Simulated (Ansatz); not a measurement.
Fe2Si:

```
CELL_PARAMETERS angstrom
-1.34748 1.34748 4.45257
1.34748 -1.34748 4.45257
1.34748 1.34748 -4.45257
ATOMIC_POSITIONS crystal
Fe 0.66037 0.66037 0.00000
Fe 0.33963 0.33963 0.00000
Si 0.00000 0.00000 0.00000
```

The cell comes from a database or a generator and needn't be the stable form of this composition.

Base run:

```yaml
Program: Ansatz 0.2.0
Functional: PBEsol
Potentials_or_basis: Ansatz PAW
Cutoff: "420 eV (not typed: the program's choice for these potentials)"
k_mesh: 11 × 11 × 11
Occupations: fermi-dirac, width 0.05 eV
Spin: collinear spin, ferromagnetic start
Starting_moments: "[3.0, 3.0, 0.0] μB"
Fixed_moment: 6 μB
```

Its results: pressure 30.2 GPa; site moments Fe +2.75; Si +0.14 μB; largest force 1.029 eV/Å.

Question: After a change of settings the same cell gave: pressure 57.6 GPa; site moments Fe +3.22; Si +0.35 μB; largest force 1.627 eV/Å. Which change was it?
A. fixed moment from 6 μB to 9 μB; moments at the start from [3.0, 3.0, 0.0] to [4.5, 4.5, 0.0]
B. fixed moment from 6 μB to 1.5 μB; moments at the start from [3.0, 3.0, 0.0] to [0.75, 0.75, 0.0]
C. fixed moment from 6 μB to 4.5 μB; moments at the start from [3.0, 3.0, 0.0] to [2.25, 2.25, 0.0]
D. fixed moment from 6 μB to 7.5 μB; moments at the start from [3.0, 3.0, 0.0] to [3.75, 3.75, 0.0]

Answer: D.

Caveats: a pressure of tens of GPa on the cell as given is suspect, and the run, the potentials or the cell itself is likely at fault; the total moment is fixed, so each spin has its own Fermi level; the PAW data sets come from PBE, with cores solved anew for the run's functional, which leaves a small shift of forces and pressure; forces of over 1 eV/Å show positions far from the minimum, so gaps and moduli don't describe the material at rest; the thresholds are loose for stress.
